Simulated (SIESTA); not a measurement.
A run of SIESTA 5.4.2 is set up as follows.

Cu.fdf

```
SystemName                      Cu
SystemLabel                     Cu
NumberOfSpecies                 1
NumberOfAtoms                   1
%block ChemicalSpeciesLabel
  1  29 Cu
%endblock ChemicalSpeciesLabel

LatticeConstant                 1.0 Ang
%block LatticeVectors
    -0.0044255800     1.7884307700     1.8385346600
     1.8229069400    -0.0174867600     1.8515958300
     1.7828182100     1.7614032200     0.0226019700
%endblock LatticeVectors
AtomicCoordinatesFormat         Fractional
%block AtomicCoordinatesAndAtomicSpecies
     0.0000000000     0.0000000000     0.0000000000  1  Cu
%endblock AtomicCoordinatesAndAtomicSpecies

%block kgrid.MonkhorstPack
   13   0   0  0.0
    0  12   0  0.0
    0   0  13  0.0
%endblock kgrid.MonkhorstPack
XC.Functional                   LDA
XC.Authors                      PW92
PAO.BasisSize                   DZP
PAO.EnergyShift                 0.003 Ry
Mesh.Cutoff                     800 Ry
OccupationFunction              FD
ElectronicTemperature           0.05 eV
MaxSCFIterations                120
SCF.MustConverge                false
SCF.Mixer.Method                Pulay
SCF.Mixer.Weight                0.25
SCF.Mixer.History               8
SCF.DM.Tolerance                5.0e-05
SCF.H.Tolerance                 1.0e-03 eV
WriteForces                     true
Charge.Mulliken                 end
%block PAO.Basis
  Cu 5
  n=3 0 2
    2.379 0.000
  n=4 0 2
    7.181 0.000
  n=3 1 2
    2.662 0.000
  n=4 1 1
    7.181
  n=3 2 2
    4.908 0.000
%endblock PAO.Basis
```

Potentials or basis: PseudoDojo 0.4 standard (LDA files), DZP (energy shift 0.003 Ry; two zetas on semicore shells).

The run is started by

```console
$ siesta < Cu.fdf > Cu.out 2>&1
```

Predict the pressure.

-13.2 GPa.

Estimate the band gap on the k mesh.

none (metal or under the smearing width).

Stress tensor (GPa, compression positive):
```
-12.78   1.88  -0.81
  1.88 -12.46  -0.92
 -0.81  -0.92 -14.29
```

Caveat: short orbitals over semicore shells can move pressures by several GPa; the basis of atomic orbitals isn't converged, which shifts pressures, moduli and gaps.
